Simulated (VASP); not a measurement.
# Mg (Fm-3m) in VASP: notebook

One crystal, Mg, is run at these levels: PBE; tasks: single point, relaxation of cell and atoms.

Everything below comes from runs of VASP 6.6.1. Logs are shortened: lines on timing, memory, paths and dates and some standing lists are left out, and cuts for length are marked.

## (1) The structure

It takes space group Fm-3m (No. 225, cubic). Conventional cell: a = 6.967 Å, b = 6.967 Å, c = 6.967 Å, α = 90.00°, β = 90.00°, γ = 90.00°. Mg (site symmetry m-3m) has 8 Mg at 3.02 Å as nearest neighbours. Mg (site symmetry -43m) is surrounded by 4 Mg at 3.02 Å.

The cell was built by a generator and needn't be a form met in nature.

## (2) Single point, PBE (random cell by space group and Wyckoff sites (Fm-3m, No. 225))

Contents of INCAR:

```
PREC = Accurate ; ENCUT = 520
EDIFF = 1E-7 ; ISMEAR = 0
SIGMA = 0.1 ; LREAL = False
LASPH = True ; NELM = 80
ALGO = Normal ; ISIF = 2
LWAVE = False ; LCHARG = True
GGA = PE ; LELF = True
LVHAR = True ; NBANDS = 10
```

Contents of KPOINTS:

```
Automatic mesh
0
Gamma
  12 12 12
```

Contents of POSCAR:

```
Mg
1.0
    0.0000000000      3.4834979519      3.4834979519
    3.4834979519      0.0000000000      3.4834979519
    3.4834979519      3.4834979519      0.0000000000
Mg
3
Direct
    0.0000000000      0.0000000000      0.0000000000
    0.2500000000      0.2500000000      0.2500000000
    0.7500000000      0.7500000000      0.7500000000
```

Potentials or basis: VASP PAW PBE potentials, release 64 (Mg).

The run is started by

```bash
$ cat potpaw_PBE.64/Mg/POTCAR > POTCAR
$ mpirun -np 1 vasp_std > vasp.out
```

OUTCAR:

```text
PREC = Accurate
   ENCUT = 520
   EDIFF = 1E-7
   ISMEAR = 0
   LREAL = False
   LASPH = True
   NELM = 80
   ISIF = 2
   GGA = PE

 ion  position               nearest neighbor table
   1  0.000  0.000  0.000-   3 3.02   3 3.02   3 3.02   2 3.02   3 3.02   2 3.02   2 3.02   2 3.02

   2  0.250  0.250  0.250-   1 3.02   1 3.02   1 3.02   1 3.02   3 3.48   3 3.48   3 3.48   3 3.48
                             3 3.48   3 3.48
   3  0.750  0.750  0.750-   1 3.02   1 3.02   1 3.02   1 3.02   2 3.48   2 3.48   2 3.48   2 3.48
                             2 3.48   2 3.48

  LATTYP: Found a face centered cubic cell.
 ALAT       =     6.9669959038

  Lattice vectors:

 A1 = (   0.0000000000,   3.4834979519,   3.4834979519)
 A2 = (   3.4834979519,   0.0000000000,   3.4834979519)
 A3 = (   3.4834979519,   3.4834979519,   0.0000000000)

Analysis of symmetry for initial positions (statically):
=====================================================================
 Subroutine PRICEL returns:
 Original cell was already a primitive cell.

 Routine SETGRP: Setting up the symmetry group for a
 face centered cubic supercell.

 Subroutine GETGRP returns: Found 48 space group operations
 (whereof 48 operations were pure point group operations)
 out of a pool of 48 trial point group operations.

The static configuration has the point symmetry O_h .

Analysis of symmetry for dynamics (positions and initial velocities):
=====================================================================
 Subroutine PRICEL returns:
 Original cell was already a primitive cell.

 Routine SETGRP: Setting up the symmetry group for a
 face centered cubic supercell.

 Subroutine GETGRP returns: Found 48 space group operations
 (whereof 48 operations were pure point group operations)
 out of a pool of 48 trial point group operations.

The dynamic configuration has the point symmetry O_h .

 Subroutine INISYM returns: Found 48 space group operations
 (whereof 48 operations are pure point group operations),
 and found     1 'primitive' translations

----------------------------------------------------------------------------------------

                                     Primitive cell

  volume of cell :      84.5428

  direct lattice vectors                    reciprocal lattice vectors
     0.000000000  3.483497952  3.483497952    -0.143533887  0.143533887  0.143533887
     3.483497952  0.000000000  3.483497952     0.143533887 -0.143533887  0.143533887
     3.483497952  3.483497952  0.000000000     0.143533887  0.143533887 -0.143533887

  length of vectors
     4.926410048  4.926410048  4.926410048     0.248607984  0.248607984  0.248607984

  position of ions in fractional coordinates (direct lattice)
     0.000000000  0.000000000  0.000000000
     0.250000000  0.250000000  0.250000000
     0.750000000  0.750000000  0.750000000

  ion indices of the primitive-cell ions
   primitive index   ion index
                 1           1
                 2           2
                 3           3

----------------------------------------------------------------------------------------

 KPOINTS: Automatic mesh

Automatic generation of k-mesh.
 Grid dimensions read from file:
 generate k-points for:   12   12   12

 Generating k-lattice:

  Cartesian coordinates                     Fractional coordinates (reciprocal lattice)
    -0.011961157  0.011961157  0.011961157     0.083333333  0.000000000  0.000000000
     0.011961157 -0.011961157  0.011961157     0.000000000  0.083333333  0.000000000
     0.011961157  0.011961157 -0.011961157     0.000000000  0.000000000  0.083333333

  Length of vectors
     0.020717332  0.020717332  0.020717332

  Shift w.r.t. Gamma in fractional coordinates (k-lattice)
     0.000000000  0.000000000  0.000000000

 Subroutine IBZKPT returns following result:
 ===========================================

 Found     72 irreducible k-points:

 Following reciprocal coordinates:
            Coordinates               Weight
  0.000000  0.000000  0.000000      1.000000
  0.083333  0.000000  0.000000      8.000000
  0.166667  0.000000  0.000000      8.000000
  0.250000  0.000000  0.000000      8.000000
  0.333333  0.000000  0.000000      8.000000
  0.416667  0.000000  0.000000      8.000000
[... 16 lines left out ...]
  0.500000  0.166667  0.000000     24.000000
 -0.416667  0.166667  0.000000     24.000000
 [... further k-points ...]
   k-points           NKPTS =     72   k-points in BZ     NKDIM =     72   number of bands    NBANDS=     10
   number of dos      NEDOS =    301   number of ions     NIONS =      3
   total plane-waves  NPLWV =  64000
   dimension x,y,z NGX =    40 NGY =   40 NGZ =   40
   dimension x,y,z NGXF=    80 NGYF=   80 NGZF=   80
   ions per type =               3
   NGX,Y,Z   is equivalent  to a cutoff of  13.50, 13.50, 13.50 a.u.
   NGXF,Y,Z  is equivalent  to a cutoff of  27.00, 27.00, 27.00 a.u.
 SYSTEM =  unknown system
   PREC   = accura    normal or accurate (medium, high low for compatibility)
   ISTART =      0    job   : 0-new  1-cont  2-samecut
   ICHARG =      2    charge: 1-file 2-atom 10-const
   ISPIN  =      1    spin polarized calculation?
   LNONCOLLINEAR =      F non collinear calculations
   LSORBIT =      F    spin-orbit coupling
   LASPH  =      T    aspherical Exc in radial PAW
   ENCUT  =  520.0 eV  38.22 Ry    6.18 a.u.   9.16  9.16  9.16*2*pi/ulx,y,z
   NELM   =     80;   NELMIN=  2; NELMDL= -5     # of ELM steps
   EDIFF  = 0.1E-06   stopping-criterion for ELM
   LREAL  =      F    real-space projection
   EDIFFG = 0.1E-05   stopping-criterion for IOM
   NSW    =      0    number of steps for IOM
   IBRION =     -1    ionic relax: 0-MD 1-quasi-New 2-CG
   NFREE  =      0    steps in history (QN), initial steepest desc. (CG)
   ISIF   =      2    stress and relaxation
   ISYM   =      2    0-nonsym 1-usesym 2-fastsym
   POTIM  = 0.5000    time-step for ionic-motion
   TEBEG  =    0.0;   TEEND  =   0.0 temperature during run
   PSTRESS=    0.0 pullay stress
   NELECT =       6.0000    total number of electrons
   NUPDOWN=      -1.0000    fix difference up-down
   EMIN   =  10.00;   EMAX   =-10.00  energy-range for DOS
   EFERMI =   0.00;   METHOD = LEGACY
   ISMEAR =     0;   SIGMA  =   0.10  broadening in eV -4-tet -1-fermi 0-gaus
   EFERMI_NEDOS =   21; number of points for ismear=-14 and -15
   IALGO  =     38    algorithm
   IMIX   =      4    mixing-type and parameters
     AMIX     =   0.40;   BMIX     =  1.00
     AMIX_MAG =   1.60;   BMIX_MAG =  1.00
  volume/ion in A,a.u.               =      28.18       190.17
  Fermi-wavevector in a.u.,A,eV,Ry     =   0.677797  1.280851  6.250637  0.459409
  Thomas-Fermi vector in A             =   1.755512
   LORBIT       =      0    0 simple, 1 ext, 2 COOP (PROOUT), +10 PAW based schemes
   GGA     = PE    functional components
   LHFCALC =     F    Hartree Fock is set to
   AEXX    =    0.0000 exact exchange contribution
   IVDW    =     0    specifies the selected vdW correction
   LEPSILON=     F    determine dielectric tensor
   LRPA    =     F    only Hartree local field effects (RPA)
 non-spin polarized calculation
 Gauss-broadening in eV      SIGMA  =   0.10
  energy-cutoff  :      520.00
  volume of cell :       84.54
 maximum number of plane-waves:      2301
 NGX is ok and might be reduce to    40
   NGX = 19   NGY = 19   NGZ = 19

 number of electron       6.0000000 magnetization

 Free energy of the ion-electron system (eV)
  ---------------------------------------------------
  ext. energy  EPLUGINS =         0.00000000
  ---------------------------------------------------
  free energy    TOTEN  =        -3.64060502 eV

  energy without entropy =       -3.63044892  energy(sigma->0) =       -3.63552697

 E-fermi :   1.4191     XC(G=0):  -7.7704

 val. band max:        1.4189193002   @ k =   0.3333   0.3333   0.0000
 cond. band min:       1.4348020893   @ k =   0.5000   0.1667   0.0833
 fundamental gap:      0.0158827891
 Fermi energy:         1.4190849695

 k-point     1 :       0.0000    0.0000    0.0000
  band No.  band energies     occupation
      1      -4.6072      2.00000
      2       3.6524      0.00000
      3       3.6524      0.00000
      4       3.6524      0.00000
      5       3.9968      0.00000
      6       3.9968      0.00000
      7       3.9968      0.00000
      8       5.4499      0.00000
      9       6.8249      0.00000
     10       6.8792      0.00000

 k-point     2 :       0.0833    0.0000    0.0000
  band No.  band energies     occupation
      1      -4.5441      2.00000
      2       2.7353      0.00000
      3       3.4000      0.00000
      4       3.4000      0.00000
      5       4.3024      0.00000
      6       4.3024      0.00000
      7       4.3329      0.00000
      8       5.8817      0.00000
      9       6.4083      0.00000
     10       6.4083      0.00000

 k-point     3 :       0.1667    0.0000    0.0000
  band No.  band energies     occupation
      1      -4.3552      2.00000
      2       1.5786      0.02412
      3       3.1144      0.00000
      4       3.1144      0.00000
      5       4.2646      0.00000
      6       4.6126      0.00000
      7       4.6126      0.00000
      8       6.0319      0.00000
      9       6.0319      0.00000
     10       6.5623      0.00000
[... 248 lines left out ...]
 k-point    23 :       0.5000    0.1667    0.0000
  band No.  band energies     occupation
      1      -2.6779      2.00000
      2      -1.4672      2.00000
      3       1.2564      1.97857
      4       2.0018      0.00000
      5       3.0691      0.00000
      6       5.0055      0.00000
      7       5.5322      0.00000
      8       6.4287      0.00000
      9       7.2321      0.00000
     10       8.9413      0.00000

 k-point    24 :      -0.4167    0.1667    0.0000
  band No.  band energies     occupation
      1      -2.5202      2.00000
      2      -1.6632      2.00000
      3       1.0468      2.00000
      4       2.1949      0.00000
      5       3.2516      0.00000
      6       4.7594      0.00000
      7       5.4279      0.00000
      8       7.1209      0.00000
      9       7.7113      0.00000
     10       7.7665      0.00000

 [... further k-points ...]

------------------------ aborting loop because EDIFF is reached ----------------------------------------

  FORCE on cell =-STRESS in cart. coord.  units (eV):
  Direction    XX          YY          ZZ          XY          YZ          ZX
  --------------------------------------------------------------------------------------
  -------------------------------------------------------------------------------------
  Total       -0.0434718     -0.0434718     -0.0434718      0.0000000     -0.0000000     -0.0000000
  in kB       -0.8238367     -0.8238367     -0.8238367      0.0000000     -0.0000000     -0.0000000
  external PRESSURE =      -0.8238367 kB  Pullay stress =       0.0000000 kB

 VOLUME and BASIS-vectors are now :
 -----------------------------------------------------------------------------
  energy-cutoff  :      520.00
  volume of cell :       84.54
      direct lattice vectors                 reciprocal lattice vectors
     0.000000000  3.483497952  3.483497952    -0.143533887  0.143533887  0.143533887
     3.483497952  0.000000000  3.483497952     0.143533887 -0.143533887  0.143533887
     3.483497952  3.483497952  0.000000000     0.143533887  0.143533887 -0.143533887

 POSITION                                       TOTAL-FORCE (eV/Angst)
 -----------------------------------------------------------------------------------
      0.00000      0.00000      0.00000        -0.000000     -0.000000      0.000000
      1.74175      1.74175      1.74175         0.000000     -0.000000     -0.000000
      5.22525      5.22525      5.22525        -0.000000      0.000000      0.000000
 -----------------------------------------------------------------------------------
    total drift:                                0.000000     -0.000000     -0.000000

  FREE ENERGIE OF THE ION-ELECTRON SYSTEM (eV)
  ---------------------------------------------------
  free  energy   TOTEN  =        -3.6406050243 eV

  energy  without entropy=       -3.6304489211  energy(sigma->0) =       -3.63552697
```

It took 63 s on 1 thread of AMD EPYC 7R43 (Zen 3), shared host; peak memory 0.22 GiB.

Results:

```
Free energy            : -3.6406 eV
Pressure               : -0.1 GPa
Band gap on the k mesh : none (metal or under the smearing width)
```

Levels at points of the mesh, in eV from the Fermi level:
| k point | band 1 | band 2 | band 3 | band 4 | band 5 | band 6 | band 7 | band 8 |
| --- | --- | --- | --- | --- | --- | --- | --- | --- |
| (0.00, 0.00, 0.00) | -6.03 | 2.23 | 2.23 | 2.23 | 2.58 | 2.58 | 2.58 | 4.03 |
| (0.50, 0.00, 0.00) | -4.09 | -3.37 | 1.32 | 1.32 | 2.39 | 2.39 | 2.48 | 4.29 |
| (0.50, 0.50, 0.00) | -3.15 | -2.98 | -0.31 | -0.31 | -0.03 | 1.40 | 7.58 | 7.58 |

## (3) Relaxation of cell and atoms, PBE (random cell by space group and Wyckoff sites (Fm-3m, No. 225))

Contents of INCAR:

```
SYSTEM = Mg
PREC     = Accurate       ! precision mode
ENCUT    = 600            ! plane-wave cutoff, eV
EDIFF    = 1E-7           ! SCF threshold, eV
ISMEAR   = 0              ! smearing method
SIGMA    = 0.1            ! smearing width, eV
LREAL    = .FALSE.        ! projectors in reciprocal space
LASPH    = .TRUE.         ! aspherical terms in the spheres
NELM     = 80             ! most SCF steps
ALGO     = Fast           ! electronic algorithm
ISIF     = 3              ! what is computed and relaxed
LWAVE    = .FALSE.        ! write WAVECAR
LCHARG   = .FALSE.        ! write CHGCAR
GGA      = PE             ! functional
IBRION   = 2              ! ionic algorithm
NSW      = 100            ! ionic steps
EDIFFG   = -0.01          ! ionic threshold
```

Contents of KPOINTS:

```
Automatic mesh
0
G
  12 12 12
  0 0 0
```

Contents of POSCAR:

```
Mg
1.0
    0.0000000000      3.4851185641      3.4851185641
    3.4851185641      0.0000000000      3.4851185641
    3.4851185641      3.4851185641      0.0000000000
Mg
3
Direct
    0.0000000000      0.0000000000      0.0000000000
    0.2500000000      0.2500000000      0.2500000000
    0.7500000000      0.7500000000      0.7500000000
```

Potentials or basis: VASP PAW PBE potentials, release 64 (Mg).

The run is started by

```bash
$ cat potpaw_PBE.64/Mg/POTCAR > POTCAR
$ mpirun -np 1 vasp_std > vasp.out
```

Wall time 64 s (1 thread of AMD EPYC 7R43 (Zen 3), shared host); peak memory 0.23 GiB.

It converged, with:

- Free energy: -3.6408 eV
- Relaxed volume: 28.14 Å³/atom
- Relaxed cell: a = 4.924 Å, b = 4.924 Å, c = 4.924 Å, α = 60.00°, β = 60.00°, γ = 60.00°
- Space group after relaxing (to 0.05 Å): Fm-3m (No. 225)
- Energy gained by relaxing: 0.0 meV/atom
- Ionic steps: 2
- Pressure after relaxing: 0.0 GPa
- Band gap on the k mesh: none (metal or under the smearing width)

The path:
```
step  energy change (eV)  largest force (eV/Å)  pressure (GPa)  volume (Å³)
   1              0.0000                0.0000           -0.12        84.66
   2             -0.0001                0.0000           -0.04        84.41
```

Final structure:
```xyz
3
Lattice="0.0000 3.4817 3.4817 3.4817 0.0000 3.4817 3.4817 3.4817 0.0000" Properties=species:S:1:pos:R:3 pbc="T T T"
Mg    6.9633    3.4817    3.4817
Mg    1.7408    1.7408    1.7408
Mg    5.2225    5.2225    5.2225
```

Levels at points of the mesh, in eV from the Fermi level:
```tsv
k point	band 1	band 2	band 3	band 4	band 5	band 6	band 7
(0.00, 0.00, 0.00)	-6.03	2.24	2.24	2.24	2.58	2.58	2.58
(0.50, 0.00, 0.00)	-4.09	-3.37	1.32	1.32	2.39	2.39	2.49
(0.50, 0.50, 0.00)	-3.15	-2.98	-0.31	-0.31	-0.03	1.40	7.58
```

## (4) Single point, PBE (random cell by space group and Wyckoff sites (Fm-3m, No. 225))

Contents of INCAR:

```
PREC     = Accurate       # precision mode
ENCUT    = 520            # plane-wave cutoff, eV
EDIFF    = 1E-6           # SCF threshold, eV
ISMEAR   = 0              # smearing method
SIGMA    = 0.1            # smearing width, eV
LREAL    = False          # projectors in reciprocal space
LASPH    = True           # aspherical terms in the spheres
NELM     = 80             # most SCF steps
ALGO     = Normal         # electronic algorithm
ISIF     = 2              # what is computed and relaxed
LWAVE    = False          # write WAVECAR
LCHARG   = False          # write CHGCAR
GGA      = PE             # functional
NBANDS   = 10             # bands
```

Contents of KPOINTS:

```
regular mesh
0
Gamma
  4 4 4
```

Contents of POSCAR:

```
Mg
1.0
    0.0000000000      3.4132876300      3.4132876300
    3.4132876300      0.0000000000      3.4132876300
    3.4132876300      3.4132876300      0.0000000000
Mg
3
Direct
    0.0000000000      0.0000000000      0.0000000000
    0.2500000000      0.2500000000      0.2500000000
    0.7500000000      0.7500000000      0.7500000000
```

The run is started by

```bash
$ cat potpaw_PBE.64/Mg/POTCAR > POTCAR
$ mpirun -np 1 vasp_std > vasp.out
```

It took 8.4 s on 1 thread of AMD EPYC 7R43 (Zen 3), shared host; peak memory 0.16 GiB.

It converged, with:

```yaml
Free_energy: -3.6011 eV
Pressure: 1.7 GPa
Band_gap_on_the_k_mesh: none (metal or under the smearing width)
```

Levels at points of the mesh, in eV from the Fermi level:
```tsv
k point	band 1	band 2	band 3	band 4	band 5
(0.00, 0.00, 0.00)	-6.45	2.11	2.11	2.11	2.45
(0.50, 0.00, 0.00)	-4.42	-3.70	1.17	1.17	2.22
(0.50, 0.50, 0.00)	-3.44	-3.28	-0.54	-0.54	-0.15
```

Caveat: the k mesh is coarse (spacing up to 0.40 Å⁻¹), so the values aren't converged.

(Part 1 of 2 ends here.)
